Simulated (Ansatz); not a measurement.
HfC under changes of volume

One of the cells (12.568 Å³/atom); the others are scaled copies at fixed shape and fractional positions:

```
Hf C
1.0
     0.00000    2.32500    2.32500
     2.32500    0.00000    2.32500
     2.32500    2.32500    0.00000
Hf C
1 1
Direct
  0.50000 0.50000 0.50000
  0.00000 0.00000 0.00000
```

| Item | Value |
| --- | --- |
| Program | Ansatz 0.2.0 |
| Functional | LDA |
| Potentials or basis | Ansatz PAW |
| Cutoff | 420 eV (not typed: the program's choice for these potentials) |
| k mesh | 10 × 10 × 10 |
| Occupations | fermi-dirac, width 0.05 eV |
| Spin | no spin polarisation |

```tsv
volume (Å³/atom)	energy over the lowest point (meV/atom)	pressure (GPa)
11.814	0.50	3.1
12.065	0.00	-2.4
12.317	7.73	-7.4
12.568	22.89	-11.9
12.819	44.76	-15.9
13.071	72.66	-19.6
13.322	?	?
```

Q: What does the run at 13.322 Å³/atom give?

A: Energy over the lowest point 106.03 meV/atom; pressure -22.8 GPa.

Worked out: A Birch-Murnaghan fit of order 3 (a polynomial in V^(-2/3)) to the other rows has its minimum at 11.95 Å³/atom with B0 = V·E''(V) = 263 GPa and B' = 4.1. It gives 105.89 meV/atom at 13.322 Å³/atom, against the run's 106.03, and -dE/dV = -22.8 GPa, against -22.8.

Energies are extrapolated to zero smearing.

Caveats: the PAW data sets come from PBE, with cores solved anew for the run's functional, which leaves a small shift of forces and pressure.
